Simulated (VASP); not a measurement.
# PbSe (Clausthalite) (Fm-3m) in VASP: further runs

Runs on PbSe (Clausthalite). Level: r2SCAN. Tasks: single point.

Program: VASP 6.6.1. These are calculated values, not measurements. Logs are shortened: lines on timing, memory, paths and dates and some standing lists are left out, and cuts for length are marked.

**What was measured.**

A printed reference work, monograph reports, for a bulk crystal of PbSe: band gap 0.28 eV (direct) at 300 K; band gap 0.15 eV (direct) at 4.2 K.

The runs below are set against these values where they give the same quantity.

### 1 The cell of the first run

It takes space group Fm-3m (No. 225, cubic). Conventional cell: a = 6.095 Å, b = 6.095 Å, c = 6.095 Å, α = 90.00°, β = 90.00°, γ = 90.00°. Within 4.0 Å of Pb (site symmetry m-3m) lie 6 Se at 3.05 Å. Se (site symmetry m-3m) has 6 Pb at 3.05 Å within 4.0 Å.

### 2 Single point, r2SCAN

Input file POSCAR:

```
PbSe
1.0
    0.0000000000      3.0476237100      3.0476237100
    3.0476237100      0.0000000000      3.0476237100
    3.0476237100      3.0476237100      0.0000000000
Pb Se
1 1
Direct
    0.0000000000      0.0000000000      0.0000000000
    0.5000000000      0.5000000000      0.5000000000
```

Input file INCAR.step1:

```
PREC = Accurate
ENCUT = 520
ISMEAR = -1
SIGMA = 0.02
LREAL = F
LASPH = T
NELM = 60
NBANDS = 17
GGA = PE
ALGO = Normal
EDIFF = 1E-4
LWAVE = T
LCHARG = F
```

Input file INCAR.step2:

```
PREC = Accurate
ENCUT = 520
EDIFF = 1E-6
ISMEAR = -1
SIGMA = 0.02
LREAL = F
LASPH = T
NELM = 60
ALGO = Normal
ISIF = 2
LWAVE = F
LCHARG = F
METAGGA = R2SCAN
LMIXTAU = T
NBANDS = 17
ISTART = 1
```

Input file KPOINTS:

```
regular mesh
0
Gamma
  8 8 8
```

Potentials or basis: VASP PAW PBE potentials, release 64 (Pb_d, Se).

Launch:

```sh
$ cat potpaw_PBE.64/Pb_d/POTCAR potpaw_PBE.64/Se/POTCAR > POTCAR
$ cp INCAR.step1 INCAR
$ mpirun -np 1 vasp_std > vasp.out
$ cp INCAR.step2 INCAR
$ mpirun -np 1 vasp_std > vasp.out
```

OUTCAR:

```text
PREC = Accurate
   ENCUT = 520
   EDIFF = 1E-6
   ISMEAR = -1
   LREAL = F
   LASPH = T
   NELM = 60
   ISIF = 2
   METAGGA = R2SCAN
   ISTART = 1

 ion  position               nearest neighbor table
   1  0.000  0.000  0.000-   2 3.05   2 3.05   2 3.05   2 3.05   2 3.05   2 3.05
   2  0.500  0.500  0.500-   1 3.05   1 3.05   1 3.05   1 3.05   1 3.05   1 3.05

  LATTYP: Found a face centered cubic cell.
 ALAT       =     6.0952474200

  Lattice vectors:

 A1 = (   0.0000000000,   3.0476237100,   3.0476237100)
 A2 = (   3.0476237100,   0.0000000000,   3.0476237100)
 A3 = (   3.0476237100,   3.0476237100,   0.0000000000)

Analysis of symmetry for initial positions (statically):
=====================================================================
 Subroutine PRICEL returns:
 Original cell was already a primitive cell.

 Routine SETGRP: Setting up the symmetry group for a
 face centered cubic supercell.

 Subroutine GETGRP returns: Found 48 space group operations
 (whereof 48 operations were pure point group operations)
 out of a pool of 48 trial point group operations.

The static configuration has the point symmetry O_h .

Analysis of symmetry for dynamics (positions and initial velocities):
=====================================================================
 Subroutine PRICEL returns:
 Original cell was already a primitive cell.

 Routine SETGRP: Setting up the symmetry group for a
 face centered cubic supercell.

 Subroutine GETGRP returns: Found 48 space group operations
 (whereof 48 operations were pure point group operations)
 out of a pool of 48 trial point group operations.

The dynamic configuration has the point symmetry O_h .

 Subroutine INISYM returns: Found 48 space group operations
 (whereof 48 operations are pure point group operations),
 and found     1 'primitive' translations

----------------------------------------------------------------------------------------

                                     Primitive cell

  volume of cell :      56.6127

  direct lattice vectors                    reciprocal lattice vectors
     0.000000000  3.047623710  3.047623710    -0.164062249  0.164062249  0.164062249
     3.047623710  0.000000000  3.047623710     0.164062249 -0.164062249  0.164062249
     3.047623710  3.047623710  0.000000000     0.164062249  0.164062249 -0.164062249

  length of vectors
     4.309990784  4.309990784  4.309990784     0.284164151  0.284164151  0.284164151

  position of ions in fractional coordinates (direct lattice)
     0.000000000  0.000000000  0.000000000
     0.500000000  0.500000000  0.500000000

  ion indices of the primitive-cell ions
   primitive index   ion index
                 1           1
                 2           2

----------------------------------------------------------------------------------------

 KPOINTS: regular mesh

Automatic generation of k-mesh.
 Grid dimensions read from file:
 generate k-points for:    8    8    8

 Generating k-lattice:

  Cartesian coordinates                     Fractional coordinates (reciprocal lattice)
    -0.020507781  0.020507781  0.020507781     0.125000000  0.000000000  0.000000000
     0.020507781 -0.020507781  0.020507781     0.000000000  0.125000000  0.000000000
     0.020507781  0.020507781 -0.020507781     0.000000000  0.000000000  0.125000000

  Length of vectors
     0.035520519  0.035520519  0.035520519

  Shift w.r.t. Gamma in fractional coordinates (k-lattice)
     0.000000000  0.000000000  0.000000000

 Subroutine IBZKPT returns following result:
 ===========================================

 Found     29 irreducible k-points:

 Following reciprocal coordinates:
            Coordinates               Weight
  0.000000  0.000000  0.000000      1.000000
  0.125000  0.000000  0.000000      8.000000
  0.250000  0.000000  0.000000      8.000000
  0.375000  0.000000  0.000000      8.000000
  0.500000  0.000000  0.000000      4.000000
  0.125000  0.125000  0.000000      6.000000
[... 16 lines left out ...]
  0.500000  0.250000  0.125000     48.000000
 -0.375000  0.250000  0.125000     24.000000
 [... further k-points ...]
   k-points           NKPTS =     29   k-points in BZ     NKDIM =     29   number of bands    NBANDS=     17
   number of dos      NEDOS =    301   number of ions     NIONS =      2
   total plane-waves  NPLWV =  32768
   dimension x,y,z NGX =    32 NGY =   32 NGZ =   32
   dimension x,y,z NGXF=    64 NGYF=   64 NGZF=   64
   ions per type =               1   1
   NGX,Y,Z   is equivalent  to a cutoff of  12.34, 12.34, 12.34 a.u.
   NGXF,Y,Z  is equivalent  to a cutoff of  24.69, 24.69, 24.69 a.u.
 SYSTEM =  unknown system
   PREC   = accura    normal or accurate (medium, high low for compatibility)
   ISTART =      1    job   : 0-new  1-cont  2-samecut
   ICHARG =      0    charge: 1-file 2-atom 10-const
   ISPIN  =      1    spin polarized calculation?
   LNONCOLLINEAR =      F non collinear calculations
   LSORBIT =      F    spin-orbit coupling
   LASPH  =      T    aspherical Exc in radial PAW
   ENCUT  =  520.0 eV  38.22 Ry    6.18 a.u.   8.01  8.01  8.01*2*pi/ulx,y,z
   NELM   =     60;   NELMIN=  2; NELMDL=  0     # of ELM steps
   EDIFF  = 0.1E-05   stopping-criterion for ELM
   LREAL  =      F    real-space projection
   EDIFFG = 0.1E-04   stopping-criterion for IOM
   NSW    =      0    number of steps for IOM
   IBRION =     -1    ionic relax: 0-MD 1-quasi-New 2-CG
   NFREE  =      0    steps in history (QN), initial steepest desc. (CG)
   ISIF   =      2    stress and relaxation
   ISYM   =      2    0-nonsym 1-usesym 2-fastsym
   POTIM  = 0.5000    time-step for ionic-motion
   TEBEG  =    0.0;   TEEND  =   0.0 temperature during run
   PSTRESS=    0.0 pullay stress
   NELECT =      20.0000    total number of electrons
   NUPDOWN=      -1.0000    fix difference up-down
   EMIN   =  10.00;   EMAX   =-10.00  energy-range for DOS
   EFERMI =   0.00;   METHOD = LEGACY
   ISMEAR =    -1;   SIGMA  =   0.02  broadening in eV -4-tet -1-fermi 0-gaus
   EFERMI_NEDOS =   21; number of points for ismear=-14 and -15
   IALGO  =     38    algorithm
   IMIX   =      4    mixing-type and parameters
     AMIX     =   0.40;   BMIX     =  1.00
     AMIX_MAG =   1.60;   BMIX_MAG =  1.00
  volume/ion in A,a.u.               =      28.31       191.02
  Fermi-wavevector in a.u.,A,eV,Ry     =   1.157302  2.186984 18.222945  1.339349
  Thomas-Fermi vector in A             =   2.293915
   LORBIT       =      0    0 simple, 1 ext, 2 COOP (PROOUT), +10 PAW based schemes
   METAGGA = R2SCAN    functional components
   LHFCALC =     F    Hartree Fock is set to
   AEXX    =    0.0000 exact exchange contribution
   IVDW    =     0    specifies the selected vdW correction
   LEPSILON=     F    determine dielectric tensor
   LRPA    =     F    only Hartree local field effects (RPA)
 non-spin polarized calculation
  energy-cutoff  :      520.00
  volume of cell :       56.61
 maximum number of plane-waves:      1540
   NGX = 17   NGY = 17   NGZ = 17

 number of electron      20.0000004 magnetization

 Free energy of the ion-electron system (eV)
  ---------------------------------------------------
  ext. energy  EPLUGINS =         0.00000000
  ---------------------------------------------------
  free energy    TOTEN  =       -71.92269709 eV

  energy without entropy =      -71.92269708  energy(sigma->0) =      -71.92269708

 E-fermi :   5.3653     XC(G=0): -10.1321

 val. band max:        5.0987908393   @ k =   0.5000   0.0000   0.0000
 cond. band min:       5.6318795602   @ k =   0.5000   0.0000   0.0000
 fundamental gap:      0.5330887209
 Fermi energy:         5.3653417047

 k-point     1 :       0.0000    0.0000    0.0000
  band No.  band energies     occupation
      1     -12.4086      2.00000
      2     -12.4086      2.00000
      3     -12.4086      2.00000
      4     -12.4063      2.00000
      5     -12.4063      2.00000
      6      -9.1856      2.00000
[... 9 lines left out ...]
     16      12.0077      0.00000
     17      13.6768      0.00000

 k-point     2 :       0.1250    0.0000    0.0000
  band No.  band energies     occupation
      1     -12.4110      2.00000
      2     -12.4110      2.00000
      3     -12.4081      2.00000
      4     -12.4031      2.00000
      5     -12.4031      2.00000
      6      -9.0601      2.00000
[... 9 lines left out ...]
     16      12.3661      0.00000
     17      14.9121      0.00000

 k-point     3 :       0.2500    0.0000    0.0000
  band No.  band energies     occupation
      1     -12.4209      2.00000
      2     -12.4209      2.00000
      3     -12.4069      2.00000
      4     -12.3910      2.00000
      5     -12.3910      2.00000
      6      -8.7151      2.00000
[... 9 lines left out ...]
     16      13.2667      0.00000
     17      16.9505      0.00000

 k-point     4 :       0.3750    0.0000    0.0000
  band No.  band energies     occupation
      1     -12.4309      2.00000
      2     -12.4309      2.00000
      3     -12.4061      2.00000
      4     -12.3787      2.00000
      5     -12.3787      2.00000
      6      -8.2788      2.00000
[... 9 lines left out ...]
     16      14.6103      0.00000
     17      17.1920      0.00000
[... 343 lines left out ...]
      1     -12.4538      2.00000
      2     -12.4112      2.00000
      3     -12.4105      2.00000
      4     -12.3864      2.00000
      5     -12.3820      2.00000
      6      -8.4153      2.00000
[... 9 lines left out ...]
     16      15.2074      0.00000
     17      15.6557      0.00000

 k-point    23 :       0.5000    0.2500    0.1250
  band No.  band energies     occupation
      1     -12.4688      2.00000
      2     -12.4177      2.00000
      3     -12.4044      2.00000
      4     -12.3834      2.00000
      5     -12.3752      2.00000
      6      -8.0271      2.00000
[... 9 lines left out ...]
     16      15.5874      0.00000
     17      16.7959      0.00000

 k-point    24 :      -0.3750    0.2500    0.1250
  band No.  band energies     occupation
      1     -12.4742      2.00000
      2     -12.4213      2.00000
      3     -12.3977      2.00000
      4     -12.3871      2.00000
      5     -12.3713      2.00000
      6      -7.8364      2.00000
[... 9 lines left out ...]
     16      16.4748      0.00000
     17      16.7008      0.00000

 [... further k-points ...]

------------------------ aborting loop because EDIFF is reached ----------------------------------------

  FORCE on cell =-STRESS in cart. coord.  units (eV):
  Direction    XX          YY          ZZ          XY          YZ          ZX
  --------------------------------------------------------------------------------------
  -------------------------------------------------------------------------------------
  Total        0.8048459      0.8048459      0.8048459     -0.0000000     -0.0000000      0.0000000
  in kB       22.7776685     22.7776685     22.7776685     -0.0000000     -0.0000000      0.0000000
  external PRESSURE =      22.7776685 kB  Pullay stress =       0.0000000 kB

 VOLUME and BASIS-vectors are now :
 -----------------------------------------------------------------------------
  energy-cutoff  :      520.00
  volume of cell :       56.61
      direct lattice vectors                 reciprocal lattice vectors
     0.000000000  3.047623710  3.047623710    -0.164062249  0.164062249  0.164062249
     3.047623710  0.000000000  3.047623710     0.164062249 -0.164062249  0.164062249
     3.047623710  3.047623710  0.000000000     0.164062249  0.164062249 -0.164062249

 POSITION                                       TOTAL-FORCE (eV/Angst)
 -----------------------------------------------------------------------------------
      0.00000      0.00000      0.00000         0.000000     -0.000000      0.000000
      3.04762      3.04762      3.04762        -0.000000      0.000000     -0.000000
 -----------------------------------------------------------------------------------
    total drift:                                0.000000     -0.000000     -0.000000

  FREE ENERGIE OF THE ION-ELECTRON SYSTEM (eV)
  ---------------------------------------------------
  free  energy   TOTEN  =       -71.9226970903 eV

  energy  without entropy=      -71.9226970757  energy(sigma->0) =      -71.92269708
```

Wall time 60 s (1 thread of AMD EPYC 9R45 (Zen 5), shared host); peak memory 0.17 GiB.

Results:

```
Free energy            : -71.9227 eV
Pressure               : 2.3 GPa
Band gap on the k mesh : 0.53 eV, direct
```

Caveat: the PAW data sets were made with another functional, which shifts forces and pressure a little; spin-orbit coupling is left out, which moves the levels of the heavy elements.

### 3 Single point, r2SCAN

This run uses another cell than the first one, of 28.90 Å³/atom, 1.021 times its volume.

Input file POSCAR:

```
PbSe
1.0
    0.0000000000      3.0686424700      3.0686424700
    3.0686424700      0.0000000000      3.0686424700
    3.0686424700      3.0686424700      0.0000000000
Pb Se
1 1
Direct
    0.0000000000      0.0000000000      0.0000000000
    0.5000000000      0.5000000000      0.5000000000
```

Input file INCAR.step1:

```
PREC = Accurate ; ENCUT = 520
ISMEAR = -1 ; SIGMA = 0.02
LREAL = F ; LASPH = T
NELM = 60 ; NBANDS = 17
GGA = PE ; ALGO = Normal
EDIFF = 1E-4 ; LWAVE = T
LCHARG = F
```

Input file INCAR.step2:

```
PREC = Accurate ; ENCUT = 520
EDIFF = 1E-6 ; ISMEAR = -1
SIGMA = 0.02 ; LREAL = F
LASPH = T ; NELM = 60
ALGO = Normal ; ISIF = 2
LWAVE = F ; LCHARG = F
METAGGA = R2SCAN ; LMIXTAU = T
NBANDS = 17 ; ISTART = 1
```

KPOINTS is that of step 2.

Potentials or basis: VASP PAW PBE potentials, release 64 (Pb_d, Se).

Launch:

```sh
$ cat potpaw_PBE.64/Pb_d/POTCAR potpaw_PBE.64/Se/POTCAR > POTCAR
$ cp INCAR.step1 INCAR
$ mpirun -np 1 vasp_std > vasp.out
$ cp INCAR.step2 INCAR
$ mpirun -np 1 vasp_std > vasp.out
```

It took 52 s on 1 thread of AMD EPYC 9R45 (Zen 5), shared host; peak memory 0.17 GiB.

It converged, with:

```
Free energy            : -71.9353 eV
Pressure               : 1.1 GPa
Band gap on the k mesh : 0.61 eV, direct
```

Levels at points of the mesh, in eV from the valence-band top:
| k point | band 7 | band 8 | band 9 | band 10 | band 11 | band 12 | band 13 | band 14 |
| --- | --- | --- | --- | --- | --- | --- | --- | --- |
| (0.00, 0.00, 0.00) | -6.36 | -1.99 | -1.99 | -1.99 | 5.03 | 5.03 | 5.03 | 6.98 |
| (0.50, 0.00, 0.00) | -9.02 | -1.57 | -1.57 | 0.00 | 0.61 | 1.94 | 1.94 | 9.08 |
| (0.50, 0.50, 0.00) | -7.53 | -5.08 | -3.34 | -3.34 | 4.06 | 5.97 | 5.97 | 6.45 |

Caveat: the PAW data sets were made with another functional, which shifts forces and pressure a little; spin-orbit coupling is left out, which moves the levels of the heavy elements.

### 4 Single point, r2SCAN

This run uses another cell than the first one, of 29.49 Å³/atom, 1.042 times its volume.

Input file POSCAR:

```
PbSe
1.0
    0.0000000000      3.0893771708      3.0893771708
    3.0893771708      0.0000000000      3.0893771708
    3.0893771708      3.0893771708      0.0000000000
Pb Se
1 1
Direct
    0.0000000000      0.0000000000      0.0000000000
    0.5000000000      0.5000000000      0.5000000000
```

Input file INCAR.step1:

```
  ALGO = Normal
  EDIFF = 1E-4
  ENCUT = 520
  GGA = PE
  ISMEAR = -1
  LASPH = True
  LCHARG = False
  LREAL = False
  LWAVE = True
  NBANDS = 17
  NELM = 80
  PREC = Accurate
  SIGMA = 0.02
```

Input file INCAR.step2:

```
  ALGO = Normal
  EDIFF = 1E-7
  ENCUT = 520
  ISIF = 2
  ISMEAR = -1
  ISTART = 1
  LASPH = True
  LCHARG = False
  LMIXTAU = True
  LREAL = False
  LWAVE = False
  METAGGA = R2SCAN
  NBANDS = 17
  NELM = 80
  PREC = Accurate
  SIGMA = 0.02
```

Input file KPOINTS:

```
k-points
0
Gamma
  8 8 8
```

Launch:

```sh
$ cat potpaw_PBE.64/Pb_d/POTCAR potpaw_PBE.64/Se/POTCAR > POTCAR
$ cp INCAR.step1 INCAR
$ mpirun -np 1 vasp_std > vasp.out
$ cp INCAR.step2 INCAR
$ mpirun -np 1 vasp_std > vasp.out
```

Run time: 69 s. Hardware: 1 thread of AMD EPYC 9R45 (Zen 5), shared host; peak memory 0.17 GiB.

Results (log left out):

```yaml
Free_energy: -71.9394 eV
Pressure: 0.0 GPa
Band_gap_on_the_k_mesh: 0.67 eV, direct
```

Levels at points of the mesh, in eV from the valence-band top:
| k point | band 7 | band 8 | band 9 | band 10 | band 11 | band 12 | band 13 | band 14 |
| --- | --- | --- | --- | --- | --- | --- | --- | --- |
| (0.00, 0.00, 0.00) | -6.38 | -1.87 | -1.87 | -1.87 | 5.00 | 5.00 | 5.00 | 7.04 |
| (0.50, 0.00, 0.00) | -8.88 | -1.47 | -1.47 | 0.00 | 0.67 | 2.00 | 2.00 | 9.07 |
| (0.50, 0.50, 0.00) | -7.48 | -4.89 | -3.19 | -3.19 | 4.16 | 5.91 | 5.91 | 6.37 |

Caveat: the PAW data sets were made with another functional, which shifts forces and pressure a little; spin-orbit coupling is left out, which moves the levels of the heavy elements.

(Part 1 of 2 ends here.)
